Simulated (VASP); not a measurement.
# Al (Fm-3m) in VASP: notebook

The runs below take Al through single point, with LDA.

Program: VASP 6.6.1. These are calculated values, not measurements. Logs are shortened: lines on timing, memory, paths and dates and some standing lists are left out, and cuts for length are marked.

### Step 1. The undisturbed crystal

It takes space group Fm-3m (No. 225, cubic). The conventional cell has a = 4.050 Å, b = 4.050 Å, c = 4.050 Å, α = 90.00°, β = 90.00°, γ = 90.00°. Around Al (site symmetry m-3m) lie 12 Al at 2.86 Å.

### Step 2. Single point, LDA (grid = ENCUT=300 dk=0.35 cell=2x2x2 ISMEAR=1 SIGMA=0.1 LREAL=Auto EDIFF=1e-06)

INCAR

```
PREC = Accurate ; ENCUT = 300
EDIFF = 1E-6 ; ISMEAR = 1
SIGMA = 0.1 ; LREAL = Auto
LASPH = T ; NELM = 120
ALGO = Fast ; ISIF = 2
LWAVE = F ; LCHARG = F
NBANDS = 20
```

KPOINTS

```
regular mesh
0
Gamma
  4 4 4
```

POSCAR

```
Al
1.0
    0.0000000000      4.0496100000      4.0496100000
    4.0496100000      0.0000000000      4.0496100000
    4.0496100000      4.0496100000      0.0000000000
Al
8
Direct
    0.0000000000      0.0000000000      0.0000000000
    0.0000000000      0.0000000000      0.5000000000
    0.0000000000      0.5000000000      0.0000000000
    0.0000000000      0.5000000000      0.5000000000
    0.5000000000      0.0000000000      0.0000000000
    0.5000000000      0.0000000000      0.5000000000
    0.5000000000      0.5000000000      0.0000000000
    0.5000000000      0.5000000000      0.5000000000
```

Potentials or basis: VASP PAW LDA potentials, release 64 (Al).

Started as:

```
cat potpaw_LDA.64/Al/POTCAR > POTCAR
mpirun -np 1 vasp_std > vasp.out
```

OUTCAR:

```text
PREC = Accurate
   ENCUT = 300
   EDIFF = 1E-6
   ISMEAR = 1
   LREAL = Auto
   LASPH = T
   NELM = 120
   ISIF = 2

 Found      8 irreducible k-points:

 Following reciprocal coordinates:
            Coordinates               Weight
  0.000000  0.000000  0.000000      1.000000
  0.250000  0.000000  0.000000      8.000000
  0.500000  0.000000  0.000000      4.000000
  0.250000  0.250000  0.000000      6.000000
  0.500000  0.250000  0.000000     24.000000
 -0.250000  0.250000  0.000000     12.000000
   k-points           NKPTS =      8   k-points in BZ     NKDIM =      8   number of bands    NBANDS=     20
   number of dos      NEDOS =    301   number of ions     NIONS =      8
   total plane-waves  NPLWV =  32768
   dimension x,y,z NGX =    32 NGY =   32 NGZ =   32
   dimension x,y,z NGXF=    64 NGYF=   64 NGZF=   64
   ions per type =               8
   NGX,Y,Z   is equivalent  to a cutoff of   9.29,  9.29,  9.29 a.u.
   NGXF,Y,Z  is equivalent  to a cutoff of  18.58, 18.58, 18.58 a.u.
 SYSTEM =  unknown system
   PREC   = accura    normal or accurate (medium, high low for compatibility)
   ISTART =      0    job   : 0-new  1-cont  2-samecut
   ICHARG =      2    charge: 1-file 2-atom 10-const
   ISPIN  =      1    spin polarized calculation?
   LNONCOLLINEAR =      F non collinear calculations
   LSORBIT =      F    spin-orbit coupling
   LASPH  =      T    aspherical Exc in radial PAW
   ENCUT  =  300.0 eV  22.05 Ry    4.70 a.u.   8.09  8.09  8.09*2*pi/ulx,y,z
   NELM   =    120;   NELMIN=  2; NELMDL= -5     # of ELM steps
   EDIFF  = 0.1E-05   stopping-criterion for ELM
   LREAL  =      T    real-space projection
   EDIFFG = 0.1E-04   stopping-criterion for IOM
   NSW    =      0    number of steps for IOM
[... 5 lines left out ...]
   TEBEG  =    0.0;   TEEND  =   0.0 temperature during run
   PSTRESS=    0.0 pullay stress
   NELECT =      24.0000    total number of electrons
   NUPDOWN=      -1.0000    fix difference up-down
   EMIN   =  10.00;   EMAX   =-10.00  energy-range for DOS
   EFERMI =   0.00;   METHOD = LEGACY
   ISMEAR =     1;   SIGMA  =   0.10  broadening in eV -4-tet -1-fermi 0-gaus
   EFERMI_NEDOS =   21; number of points for ismear=-14 and -15
   IALGO  =     68    algorithm
   IMIX   =      4    mixing-type and parameters
     AMIX     =   0.40;   BMIX     =  1.00
     AMIX_MAG =   1.60;   BMIX_MAG =  1.00
  volume/ion in A,a.u.               =      16.60       112.04
  Fermi-wavevector in a.u.,A,eV,Ry     =   0.925526  1.748991 11.654733  0.856599
  Thomas-Fermi vector in A             =   2.051390
   LORBIT       =      0    0 simple, 1 ext, 2 COOP (PROOUT), +10 PAW based schemes
   GGA     = CA    functional components
   LHFCALC =     F    Hartree Fock is set to
   AEXX    =    0.0000 exact exchange contribution
   IVDW    =     0    specifies the selected vdW correction
   LEPSILON=     F    determine dielectric tensor
   LRPA    =     F    only Hartree local field effects (RPA)
 non-spin polarized calculation
 RMM-DIIS sequential band-by-band and
 Methfessel and Paxton  Order N= 1 SIGMA  =   0.10
  energy-cutoff  :      300.00
  volume of cell :      132.82
 maximum number of plane-waves:      1588
   NGX = 17   NGY = 17   NGZ = 17

 number of electron      23.9999997 magnetization

 Free energy of the ion-electron system (eV)
  ---------------------------------------------------
  ext. energy  EPLUGINS =         0.00000000
  ---------------------------------------------------
  free energy    TOTEN  =       -33.38708979 eV

  energy without entropy =      -33.37861364  energy(sigma->0) =      -33.38426440

 E-fermi :   7.8207     XC(G=0): -10.3199

 val. band max:        7.4285882989   @ k =  -0.2500   0.5000   0.2500
 cond. band min:       7.8670962044   @ k =   0.5000   0.2500   0.0000
 fundamental gap:      0.4385079056
 Fermi energy:         7.8207046022

 k-point     1 :       0.0000    0.0000    0.0000
  band No.  band energies     occupation
      1      -3.3287      2.00000
      2       3.2057      2.00000
      3       3.2057      2.00000
      4       3.2057      2.00000
      5       3.2057      2.00000
      6       3.3446      2.00000
[... 12 lines left out ...]
     19      13.2350      0.00000
     20      13.2350      0.00000

 k-point     2 :       0.2500    0.0000    0.0000
  band No.  band energies     occupation
      1      -2.9072      2.00000
      2       0.4208      2.00000
      3       2.5956      2.00000
      4       2.5956      2.00000
      5       2.5956      2.00000
      6       3.6355      2.00000
[... 12 lines left out ...]
     19      13.5944      0.00000
     20      13.5944      0.00000

 k-point     3 :       0.5000    0.0000    0.0000
  band No.  band energies     occupation
      1      -1.6501      2.00000
      2      -1.6501      2.00000
      3       2.7246      2.00000
      4       2.7246      2.00000
      5       2.7246      2.00000
      6       2.7246      2.00000
[... 12 lines left out ...]
     19      11.3462      0.00000
     20      11.3462      0.00000

 k-point     4 :       0.2500    0.2500    0.0000
  band No.  band energies     occupation
      1      -2.7669      2.00000
      2       1.6427      2.00000
      3       1.6490      2.00000
      4       1.6490      2.00000
      5       1.6490      2.00000
      6       1.6490      2.00000
[... 12 lines left out ...]
     19      10.9245      0.00000
     20      13.6972      0.00000

 k-point     5 :       0.5000    0.2500    0.0000
  band No.  band energies     occupation
      1      -1.7892      2.00000
      2      -0.6800      2.00000
      3       0.4198      2.00000
      4       1.5120      2.00000
      5       1.5120      2.00000
      6       3.6691      2.00000
[... 12 lines left out ...]
     19      11.2846      0.00000
     20      11.2846      0.00000

 k-point     6 :      -0.2500    0.2500    0.0000
  band No.  band energies     occupation
      1      -2.2074      2.00000
      2       0.0089      2.00000
      3       0.0089      2.00000
      4       2.1848      2.00000
      5       2.1848      2.00000
      6       4.2440      2.00000
[... 12 lines left out ...]
     19      11.5091      0.00000
     20      11.5091      0.00000

 [... further k-points ...]

------------------------ aborting loop because EDIFF is reached ----------------------------------------

  FORCE on cell =-STRESS in cart. coord.  units (eV):
  Direction    XX          YY          ZZ          XY          YZ          ZX
  --------------------------------------------------------------------------------------
  -------------------------------------------------------------------------------------
  Total       -3.0916125     -3.0916125     -3.0916125     -0.0000000      0.0000000      0.0000000
  in kB      -37.2928897    -37.2928897    -37.2928897     -0.0000000      0.0000000      0.0000000
  external PRESSURE =     -37.2928897 kB  Pullay stress =       0.0000000 kB

 VOLUME and BASIS-vectors are now :
 -----------------------------------------------------------------------------
  energy-cutoff  :      300.00
  volume of cell :      132.82
      direct lattice vectors                 reciprocal lattice vectors
     0.000000000  4.049610000  4.049610000    -0.123468680  0.123468680  0.123468680
     4.049610000  0.000000000  4.049610000     0.123468680 -0.123468680  0.123468680
     4.049610000  4.049610000  0.000000000     0.123468680  0.123468680 -0.123468680

 POSITION                                       TOTAL-FORCE (eV/Angst)
 -----------------------------------------------------------------------------------
      0.00000      0.00000      0.00000        -0.000000     -0.000000     -0.000000
      2.02481      2.02481      0.00000         0.000000      0.000000     -0.000000
      2.02481      0.00000      2.02481        -0.000000     -0.000000      0.000000
      4.04961      2.02481      2.02481        -0.000000      0.000000     -0.000000
      0.00000      2.02481      2.02481        -0.000000      0.000000      0.000000
      2.02481      4.04961      2.02481         0.000000      0.000000      0.000000
      2.02481      2.02481      4.04961        -0.000000     -0.000000      0.000000
      4.04961      4.04961      4.04961        -0.000000      0.000000     -0.000000
 -----------------------------------------------------------------------------------
    total drift:                               -0.000000     -0.000000     -0.000000

  FREE ENERGIE OF THE ION-ELECTRON SYSTEM (eV)
  ---------------------------------------------------
  free  energy   TOTEN  =       -33.3870897869 eV

  energy  without entropy=      -33.3786136358  energy(sigma->0) =      -33.38426440
```

Wall time 14 s (1 thread of AMD EPYC 7R13 (Zen 3), shared host); peak memory 0.11 GiB.

The run converged, but some of its settings lie outside the range that counts as converged, so its numbers aren't taken as properties of the crystal.

What came out:

| Quantity | Value |
| --- | --- |
| Free energy | -33.3871 eV |
| Pressure | -3.7 GPa |
| Band gap on the k mesh | none (metal or under the smearing width) |

### Step 3. Single point, LDA (grid = ENCUT=350 dk=0.35 cell=2x2x2 ISMEAR=1 SIGMA=0.1 LREAL=Auto EDIFF=1e-06)

INCAR, as its differences from that of step 2:

```diff
@@ -1,2 +1,2 @@
-PREC = Accurate ; ENCUT = 300
+PREC = Accurate ; ENCUT = 350
 EDIFF = 1E-6 ; ISMEAR = 1
```

KPOINTS is that of step 2.

POSCAR is that of step 2.

Potentials or basis: VASP PAW LDA potentials, release 64 (Al).

Started as:

```
cat potpaw_LDA.64/Al/POTCAR > POTCAR
mpirun -np 1 vasp_std > vasp.out
```

OUTCAR:

```text
PREC = Accurate
   ENCUT = 350
   EDIFF = 1E-6
   ISMEAR = 1
   LREAL = Auto
   LASPH = T
   NELM = 120
   ISIF = 2

 Found      8 irreducible k-points:

 Following reciprocal coordinates:
            Coordinates               Weight
  0.000000  0.000000  0.000000      1.000000
  0.250000  0.000000  0.000000      8.000000
  0.500000  0.000000  0.000000      4.000000
  0.250000  0.250000  0.000000      6.000000
  0.500000  0.250000  0.000000     24.000000
 -0.250000  0.250000  0.000000     12.000000
   k-points           NKPTS =      8   k-points in BZ     NKDIM =      8   number of bands    NBANDS=     20
   number of dos      NEDOS =    301   number of ions     NIONS =      8
   total plane-waves  NPLWV =  46656
   dimension x,y,z NGX =    36 NGY =   36 NGZ =   36
   dimension x,y,z NGXF=    72 NGYF=   72 NGZF=   72
   ions per type =               8
   NGX,Y,Z   is equivalent  to a cutoff of  10.45, 10.45, 10.45 a.u.
   NGXF,Y,Z  is equivalent  to a cutoff of  20.90, 20.90, 20.90 a.u.
 SYSTEM =  unknown system
   PREC   = accura    normal or accurate (medium, high low for compatibility)
   ISTART =      0    job   : 0-new  1-cont  2-samecut
   ICHARG =      2    charge: 1-file 2-atom 10-const
   ISPIN  =      1    spin polarized calculation?
   LNONCOLLINEAR =      F non collinear calculations
   LSORBIT =      F    spin-orbit coupling
   LASPH  =      T    aspherical Exc in radial PAW
   ENCUT  =  350.0 eV  25.72 Ry    5.07 a.u.   8.74  8.74  8.74*2*pi/ulx,y,z
   NELM   =    120;   NELMIN=  2; NELMDL= -5     # of ELM steps
   EDIFF  = 0.1E-05   stopping-criterion for ELM
   LREAL  =      T    real-space projection
   EDIFFG = 0.1E-04   stopping-criterion for IOM
   NSW    =      0    number of steps for IOM
   IBRION =     -1    ionic relax: 0-MD 1-quasi-New 2-CG
   NFREE  =      0    steps in history (QN), initial steepest desc. (CG)
   ISIF   =      2    stress and relaxation
   ISYM   =      2    0-nonsym 1-usesym 2-fastsym
   POTIM  = 0.5000    time-step for ionic-motion
   TEBEG  =    0.0;   TEEND  =   0.0 temperature during run
[... 15 lines left out ...]
   GGA     = CA    functional components
   LHFCALC =     F    Hartree Fock is set to
   AEXX    =    0.0000 exact exchange contribution
   IVDW    =     0    specifies the selected vdW correction
   LEPSILON=     F    determine dielectric tensor
   LRPA    =     F    only Hartree local field effects (RPA)
 non-spin polarized calculation
 RMM-DIIS sequential band-by-band and
 Methfessel and Paxton  Order N= 1 SIGMA  =   0.10
  energy-cutoff  :      350.00
  volume of cell :      132.82
 maximum number of plane-waves:      1996
 NGX is ok and might be reduce to    36
   NGX = 17   NGY = 17   NGZ = 17

 number of electron      24.0000000 magnetization

 Free energy of the ion-electron system (eV)
  ---------------------------------------------------
  ext. energy  EPLUGINS =         0.00000000
  ---------------------------------------------------
  free energy    TOTEN  =       -33.40710736 eV

  energy without entropy =      -33.39863095  energy(sigma->0) =      -33.40428189

 E-fermi :   7.8186     XC(G=0): -10.3199

 val. band max:        7.4266535888   @ k =  -0.2500   0.5000   0.2500
 cond. band min:       7.8649719574   @ k =   0.5000   0.2500   0.0000
 fundamental gap:      0.4383183686
 Fermi energy:         7.8185804232

 k-point     1 :       0.0000    0.0000    0.0000
  band No.  band energies     occupation
      1      -3.3293      2.00000
      2       3.2044      2.00000
      3       3.2044      2.00000
      4       3.2044      2.00000
      5       3.2044      2.00000
      6       3.3422      2.00000
[... 127 lines left out ...]
     19      11.5080      0.00000
     20      11.5080      0.00000

 [... further k-points ...]

------------------------ aborting loop because EDIFF is reached ----------------------------------------

  FORCE on cell =-STRESS in cart. coord.  units (eV):
  Direction    XX          YY          ZZ          XY          YZ          ZX
  --------------------------------------------------------------------------------------
  -------------------------------------------------------------------------------------
  Total       -3.0788855     -3.0788855     -3.0788855     -0.0000000     -0.0000000      0.0000000
  in kB      -37.1393693    -37.1393693    -37.1393693     -0.0000000     -0.0000000      0.0000000
  external PRESSURE =     -37.1393693 kB  Pullay stress =       0.0000000 kB

 VOLUME and BASIS-vectors are now :
 -----------------------------------------------------------------------------
  energy-cutoff  :      350.00
  volume of cell :      132.82
      direct lattice vectors                 reciprocal lattice vectors
     0.000000000  4.049610000  4.049610000    -0.123468680  0.123468680  0.123468680
     4.049610000  0.000000000  4.049610000     0.123468680 -0.123468680  0.123468680
     4.049610000  4.049610000  0.000000000     0.123468680  0.123468680 -0.123468680

 POSITION                                       TOTAL-FORCE (eV/Angst)
 -----------------------------------------------------------------------------------
      0.00000      0.00000      0.00000        -0.000000     -0.000000      0.000000
      2.02481      2.02481      0.00000         0.000000     -0.000000     -0.000000
      2.02481      0.00000      2.02481        -0.000000     -0.000000      0.000000
      4.04961      2.02481      2.02481         0.000000      0.000000      0.000000
      0.00000      2.02481      2.02481         0.000000     -0.000000      0.000000
      2.02481      4.04961      2.02481        -0.000000      0.000000     -0.000000
      2.02481      2.02481      4.04961         0.000000      0.000000      0.000000
      4.04961      4.04961      4.04961        -0.000000      0.000000     -0.000000
 -----------------------------------------------------------------------------------
    total drift:                               -0.000000     -0.000000     -0.000000

  FREE ENERGIE OF THE ION-ELECTRON SYSTEM (eV)
  ---------------------------------------------------
  free  energy   TOTEN  =       -33.4071073629 eV

  energy  without entropy=      -33.3986309514  energy(sigma->0) =      -33.40428189
```

OSZICAR:

```text
N       E                     dE             d eps       ncg     rms          rms(c)
DAV:   1     0.107571810703E+02    0.10757E+02   -0.65153E+03   320   0.671E+02
DAV:   2    -0.319273512020E+02   -0.42685E+02   -0.40314E+02   404   0.103E+02
DAV:   3    -0.336190887405E+02   -0.16917E+01   -0.16760E+01   392   0.167E+01
DAV:   4    -0.336341007580E+02   -0.15012E-01   -0.14988E-01   404   0.172E+00
DAV:   5    -0.336341851751E+02   -0.84417E-04   -0.84406E-04   372   0.132E-01    0.386E+00
RMM:   6    -0.334966086978E+02    0.13758E+00   -0.17849E-02   323   0.634E-01    0.222E+00
RMM:   7    -0.334073303191E+02    0.89278E-01   -0.44854E-02   342   0.990E-01    0.334E-01
RMM:   8    -0.334070792986E+02    0.25102E-03   -0.21029E-03   345   0.272E-01    0.829E-02
RMM:   9    -0.334071052383E+02   -0.25940E-04   -0.26851E-04   355   0.120E-01    0.248E-02
RMM:  10    -0.334071078874E+02   -0.26490E-05   -0.43612E-05   354   0.392E-02    0.199E-02
RMM:  11    -0.334071073629E+02    0.52451E-06   -0.63542E-06   336   0.169E-02
   1 F= -.33407107E+02 E0= -.33404282E+02  d E =-.847641E-02
```

stdout:

```text
POSCAR found type information on POSCAR Al
 POSCAR found :  1 types and       8 ions
 scaLAPACK will be used
 -----------------------------------------------------------------------------
|                                                                             |
|                                                                             |
|     You have a (more or less) 'small supercell' and for smaller cells       |
|     it is recommended to use the reciprocal-space projection scheme!        |
|     The real-space optimization is not efficient for small cells and it     |
|     is also less accurate ...                                               |
|     Therefore, set LREAL=.FALSE. in the INCAR file.                         |
|                                                                             |
 -----------------------------------------------------------------------------

 LDA part: xc-table for (Slater(with rela. corr.)+CA(PZ))
 , standard interpolation
 POSCAR, INCAR and KPOINTS ok, starting setup
 FFT: planning ... GRIDC
 FFT: planning ... GRID_SOFT
 FFT: planning ... GRID
 WAVECAR not read
 entering main loop
```

Wall time 15 s (1 thread of AMD EPYC 7R13 (Zen 3), shared host); peak memory 0.13 GiB.

The run converged, but some of its settings lie outside the range that counts as converged, so its numbers aren't taken as properties of the crystal.

What came out:

```
Free energy            : -33.4071 eV
Pressure               : -3.7 GPa
Band gap on the k mesh : none (metal or under the smearing width)
```

### Step 4. Single point, LDA (grid = ENCUT=400 dk=0.35 cell=2x2x2 ISMEAR=1 SIGMA=0.1 LREAL=Auto EDIFF=1e-06)

INCAR, as its differences from that of step 3:

```diff
@@ -1,2 +1,2 @@
-PREC = Accurate ; ENCUT = 350
+PREC = Accurate ; ENCUT = 400
 EDIFF = 1E-6 ; ISMEAR = 1
```

KPOINTS is that of step 3.

POSCAR is that of step 3.

Started as:

```
cat potpaw_LDA.64/Al/POTCAR > POTCAR
mpirun -np 1 vasp_std > vasp.out
```

Run time: 29 s. Hardware: 1 thread of AMD EPYC 7R13 (Zen 3), shared host; peak memory 0.14 GiB.

The run converged, but some of its settings lie outside the range that counts as converged, so its numbers aren't taken as properties of the crystal.

Results:

```yaml
Free_energy: -33.4117 eV
Pressure: -3.6 GPa
Band_gap_on_the_k_mesh: none (metal or under the smearing width)
```

### Step 5. Single point, LDA (grid = ENCUT=350 dk=0.27 cell=2x2x2 ISMEAR=1 SIGMA=0.1 LREAL=Auto EDIFF=1e-06)

INCAR, as its differences from that of step 4:

```diff
@@ -1,2 +1,2 @@
-PREC = Accurate ; ENCUT = 400
+PREC = Accurate ; ENCUT = 350
 EDIFF = 1E-6 ; ISMEAR = 1
```

KPOINTS

```
regular mesh
0
Gamma
  5 5 5
```

POSCAR is that of step 4.

Started as:

```
cat potpaw_LDA.64/Al/POTCAR > POTCAR
mpirun -np 1 vasp_std > vasp.out
```

Wall time 22 s (1 thread of AMD EPYC 7R13 (Zen 3), shared host); peak memory 0.13 GiB.

The run converged, but some of its settings lie outside the range that counts as converged, so its numbers aren't taken as properties of the crystal.

What came out:

```
Free energy            : -33.2879 eV
Pressure               : -3.6 GPa
Band gap on the k mesh : none (metal or under the smearing width)
```
